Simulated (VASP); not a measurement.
**ZnSe (Stilleite) under changes of volume**

One of the cells (22.757 Å³/atom); the others are scaled copies at fixed shape and fractional positions:

```
CELL_PARAMETERS angstrom
0.00000 2.83380 2.83380
2.83380 0.00000 2.83380
2.83380 2.83380 0.00000
ATOMIC_POSITIONS crystal
Se 0.75000 0.75000 0.75000
Zn 0.00000 0.00000 0.00000
```

```yaml
Program: VASP 6.6.1
Functional: r2SCAN
Potentials_or_basis: VASP PAW PBE potentials, release 64 (Se, Zn)
Cutoff: 520 eV
k_mesh: 8 × 8 × 8
Occupations: gaussian, width 0.02 eV
Spin: no spin polarisation
```

```tsv
volume (Å³/atom)	energy over the lowest point (meV/atom)	pressure (GPa)	gap on the mesh (eV)
21.846	7.82	3.0	2.05
22.301	1.83	1.4	1.96
22.757	0.00	0.0	1.87
23.212	1.90	-1.2	1.78
23.667	?	?	?
```

**Question.** What does the run at 23.667 Å³/atom give?

**Answer.** Energy over the lowest point 7.15 meV/atom; pressure -2.3 GPa; gap on the mesh 1.70 eV.

Worked out: A Birch-Murnaghan fit of order 2 (a polynomial in V^(-2/3)) to the other rows has its minimum at 22.75 Å³/atom with B0 = V·E''(V) = 66 GPa. It gives 7.20 meV/atom at 23.667 Å³/atom, against the run's 7.15, and -dE/dV = -2.4 GPa, against -2.3. A straight line through the other rows of the gap, of slope -4.45 eV per unit of ln V (its deformation potential), extrapolates to 1.69 eV, against the run's 1.70.

Energies are extrapolated to zero smearing.

Caveats: the PAW data sets were made with another functional, which shifts forces and pressure a little.

Spin-orbit coupling on Se is left out.
